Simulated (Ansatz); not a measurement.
Conformers of C3H9N (`CCCN`), each relaxed with PBE0-D4/def2-TZVP in Ansatz. CBS adds the triple-zeta coupled-cluster correction to the MP2 limit.

Not all of them had a frequency check.

Conformer A:

```xyz
13

C     1.721    0.169   -0.102
C     0.248    0.540   -0.125
C    -0.663   -0.646    0.164
N    -2.090   -0.375    0.161
H     1.945   -0.598   -0.849
H     2.357    1.031   -0.311
H     2.012   -0.229    0.874
H    -0.016    0.961   -1.102
H     0.050    1.328    0.612
H    -0.468   -1.438   -0.569
H    -0.403   -1.073    1.139
H    -2.376   -0.005   -0.739
H    -2.315    0.334    0.849
```

Conformer B:

```xyz
13

C    -1.222   -0.811    0.187
C    -0.581    0.563    0.289
C     0.696    0.705   -0.535
N     1.806   -0.159   -0.169
H    -2.142   -0.868    0.773
H    -1.474   -1.051   -0.850
H    -0.555   -1.594    0.557
H    -0.355    0.790    1.338
H    -1.295    1.326   -0.041
H     0.466    0.520   -1.591
H     1.046    1.740   -0.479
H     2.052   -0.029    0.805
H     1.559   -1.133   -0.284
```

**Question.** Which is lowest in electronic energy at CCSD(T)/CBS (frozen core, def2 sets), and by how much? (Estimate.)

**Answer.** Computed: A; B lies 1.2 kJ/mol higher. Gaps under about 2 kJ/mol don't settle the order.

**Question.** Give the energies relative to A (kJ/mol) with PBE0-D4/def2-TZVPP, B2PLYP/def2-TZVPP, PBE0/def2-TZVPP, CCSD/def2-TZVPP, HF/def2-QZVPP, SCS-MP2/def2-QZVPP, CCSD/CBS(def2). (Estimate.)

**Answer.** Ansatz gave: 
| level | B |
| --- | --- |
| PBE0-D4/def2-TZVPP | 0.6 |
| B2PLYP/def2-TZVPP | 1.4 |
| PBE0/def2-TZVPP | 1.4 |
| CCSD/def2-TZVPP | 1.1 |
| HF/def2-QZVPP | 3.1 |
| SCS-MP2/def2-QZVPP | 1.4 |
| CCSD/CBS(def2) | 1.5 |
